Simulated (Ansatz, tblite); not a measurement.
## A script for RbCl (GFN1-xTB)

These are simulated results from tblite 0.8.0, not measurements. The cell began as a measured structure and was relaxed with r2SCAN in plane waves (Ansatz 0.2.0). All runs are without spin polarisation.

Space group Fm-3m (No. 225), cubic; a = 6.611 Å in the conventional setting, 36.12 Å³ an atom. Around Rb lie 6 Cl at 3.31 Å; around Cl lie 6 Rb at 3.31 Å.

tblite solves periodic systems at the zone centre alone, so the script builds a cluster of 2×2×2 conventional cells (64 atoms), which folds in a coarse mesh of k points.

Input script:

```python
import json
from ase import Atoms
from ase.build import make_supercell
from ase.units import Bohr, GPa, Hartree
from tblite.interface import Calculator

atoms = Atoms(['Rb', 'Cl'],
              cell=[[0.0, 3.30572644, 3.30572644], [3.30572644, 0.0, 3.30572644], [3.30572644, 3.30572644, 0.0]],
              scaled_positions=[[0.0, 0.0, 0.0], [0.5, 0.5, 0.5]],
              pbc=True)
cluster = make_supercell(atoms, [[-2, 2, 2], [2, -2, 2], [2, 2, -2]])
calc = Calculator('GFN1-xTB', cluster.numbers, cluster.positions / Bohr, lattice=cluster.cell[:] / Bohr, periodic=cluster.pbc)
calc.set('temperature', 0.02 / Hartree)
calc.set('max-iter', 150)
res = calc.singlepoint()
levels = res.get('orbital-energies') * Hartree
nv = round(res.get('orbital-occupations').sum() / 2)
cells = len(cluster) // len(atoms)
out = {'energy_per_cell': res.get('energy') * Hartree / cells, 'homo': levels[nv - 1], 'lumo': levels[nv],
       'stress': (-res.get('virial') * Hartree / cluster.get_volume() / GPa).tolist(), 'charges': res.get('charges')[:len(atoms)].tolist(), 'electrons': 2 * nv / cells}
json.dump(out, open('results.json', 'w'))
for key, value in out.items():
    print(key, value)
```

Command: `python run.py`. It took 3.2 s on 1 thread of Intel(R) Xeon(R) Platinum 8488C (Sapphire Rapids), with other jobs on the host, peak memory 0.11 GiB.

The log:

```
------------------------------------------------------------
  cycle        total energy    energy error   density error
------------------------------------------------------------
      1     -152.0227766738  -1.5178976E+02   6.2134358E-01
      2     -138.0650019636   1.3957775E+01   3.9887673E-01
      3      4199.869651687   4.3379347E+03   2.7507925E+00
      4     -132.4623266330  -4.3323320E+03   1.7166201E-01
      5     -147.4197737540  -1.4957447E+01   9.0559897E-02
      6     -152.0107555196  -4.5909818E+00   3.3273003E-02
      7     -152.3100405113  -2.9928499E-01   2.2929133E-02
      8     -152.3397080196  -2.9667508E-02   1.6616203E-02
      9     -152.3762456222  -3.6537603E-02   1.1312804E-03
     10     -152.3762469961  -1.3739617E-06   4.9961185E-05
     11     -152.3762472403  -2.4418475E-07   2.6053469E-05
     12     -152.3762476824  -4.4208537E-07   2.1630946E-06
------------------------------------------------------------

 total:                                   2.660 sec
energy_per_cell -129.5740280197072
homo 28.25289752275023
lumo 32.1287676051787
stress [[-3.8128261486212174, -1.2384386786257203e-14, -4.418348163937271e-15], [-1.2383874216663765e-14, -3.812826148621235, -1.309793680112798e-14], [-4.4149987886212506e-15, -1.3093184481552852e-14, -3.8128261486212307]]
charges [0.6809401749484136, -0.6822077647452306]
electrons 8.0
```

The cycle table is in hartree for the whole cluster, and the lines after it are in eV (the energy for one cell). The printed stress is in GPa and positive in compression, and the pressure is its mean diagonal.

GFN1-xTB gives a gap of 3.88 eV. On the same cell, plane-wave PBE (Ansatz, 6×6×6 k points and the special points) gives a gap of 4.96 eV and r2SCAN a gap of 5.56 eV; on shared hosts these took about 0.99 and 2.7 core-seconds on the 2-atom cell, against 3.2 for the script. Semilocal gaps usually lie below measured ones. xTB was fitted to molecules, so gaps, charges and pressures of solids can be far off, and the gap also depends on the size of the cluster.

The same script was run on cells scaled at fixed shape and fractional coordinates:

| volume (Å³/atom) | energy (meV/atom) | pressure (GPa, positive in compression) | gap (eV) |
| --- | --- | --- | --- |
| 31.79 | -96.8 | -3.25 | 4.33 |
| 33.96 | -50.2 | -3.60 | 4.09 |
| 36.12 | 0.0 | -3.81 | 3.88 |
| 38.29 | 52.6 | -3.95 | 3.68 |
| 40.46 | 106.8 | -4.06 | 3.50 |

The minimum lies beyond the smallest of these volumes.

xTB was fitted mostly to molecules, and a small cluster samples few k points, so gaps, pressures and kinks along a curve can be far from a solid's.
